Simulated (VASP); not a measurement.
A run of VASP 6.6.1 is set up as follows.

INCAR

```
PREC = Accurate
ENCUT = 300
EDIFF = 1E-6
ISMEAR = 0
SIGMA = 0.03
LREAL = F
LASPH = T
NELM = 80
ALGO = Normal
ISIF = 3
LWAVE = F
LCHARG = F
GGA = PE
IBRION = 2
NSW = 90
EDIFFG = -0.01
```

KPOINTS

```
regular mesh
0
Gamma
  4 4 4
```

The input POSCAR:

```
RbCl
1.0
    0.0000000000      3.2740000000      3.2740000000
    3.2740000000      0.0000000000      3.2740000000
    3.2740000000      3.2740000000      0.0000000000
Rb Cl
1 1
Direct
    0.0000000000      0.0000000000      0.0000000000
    0.5000000000      0.5000000000      0.5000000000
```

Potentials or basis: VASP PAW PBE potentials, release 64 (Rb_pv, Cl).

The run is started by

```sh
$ cat potpaw_PBE.64/Rb_pv/POTCAR potpaw_PBE.64/Cl/POTCAR > POTCAR
$ mpirun -np 1 vasp_std > vasp.out
```

Task: Predict the band gap on the k mesh.

Result: 4.82 eV, direct.

Task: Predict the relaxed cell.

Result: a = 4.734 Å, b = 4.734 Å, c = 4.734 Å, α = 60.00°, β = 60.00°, γ = 60.00°.

Task: Estimate the relaxed volume.

Result: 37.51 Å³/atom.

The path:
```tsv
step	energy change (eV)	largest force (eV/Å)	pressure (GPa)	volume (Å³)
1	0.0000	0.0000	1.29	70.19
2	-0.0155	0.0000	0.44	73.10
3	-0.0178	0.0000	-0.03	75.01
```

Caveat: the cutoff is under 1.25 times the usual one of these potentials, so pressure, stress and relaxed cells hold a basis-set (Pulay) error. Zero-point motion and thermal expansion aren't in these numbers.
